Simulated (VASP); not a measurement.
Wanted: the native input for a VASP 6.6.1 run.

```
Task                   : relaxation of cell and atoms
Functional             : LDA
Potentials or basis    : VASP PAW LDA potentials, release 64 (Si, O)
Cutoff                 : 600 eV
k mesh                 : 8 × 8 × 10
Occupations            : gaussian, width 0.03 eV
Spin                   : no spin polarisation
Further INCAR settings : ALGO = Normal; EDIFF = 1e-06; IBRION = 2; EDIFFG = -0.01; NSW = 90; ISIF = 3
```

The structure of SiO2 (Stishovite) lies in POSCAR:

```
SiO2
1.0
    4.1773000000      0.0000000000      0.0000000000
    0.0000000000      4.1773000000      0.0000000000
    0.0000000000      0.0000000000      2.6652000000
Si O
2 4
Direct
    0.0000000000      0.0000000000      0.0000000000
    0.5000000000      0.5000000000      0.5000000000
    0.3059000000      0.3059000000      0.0000000000
    0.1941000000      0.8059000000      0.5000000000
    0.6941000000      0.6941000000      0.0000000000
    0.8059000000      0.1941000000      0.5000000000
```

The input as run:

INCAR

```
SYSTEM = SiO2
PREC = Accurate
ENCUT = 600
EDIFF = 1E-6
ISMEAR = 0
SIGMA = 0.03
LREAL = .False.
LASPH = .True.
NELM = 80
ALGO = Normal
ISIF = 3
LWAVE = .False.
LCHARG = .False.
IBRION = 2
NSW = 90
EDIFFG = -0.01
KPAR = 2
```

KPOINTS

```
Automatic mesh
0
Gamma
  8 8 10
  0 0 0
```

Potentials or basis: VASP PAW LDA potentials, release 64 (Si, O).

Command:

```console
$ cat potpaw_LDA.64/Si/POTCAR potpaw_LDA.64/O/POTCAR > POTCAR
$ mpirun -np 2 vasp_std > vasp.out
```

It gave:

```
Relaxed volume                         : 7.67 Å³/atom
Relaxed cell                           : a = 4.154 Å, b = 4.154 Å, c = 2.665 Å, α = 90.00°, β = 90.00°, γ = 90.00°
Space group after relaxing (to 0.05 Å) : P4_2/mnm (No. 136)
Energy gained by relaxing              : 1.0 meV/atom
Ionic steps                            : 4
Pressure after relaxing                : 0.0 GPa
Largest force after relaxing           : 0.009 eV/Å
Band gap on the k mesh                 : 5.78 eV, direct
```

Wall time 49 s on 2 MPI ranks on Intel(R) Xeon(R) 6975P-C (Granite Rapids), with other jobs on the host, peak memory 0.19 GiB a rank.
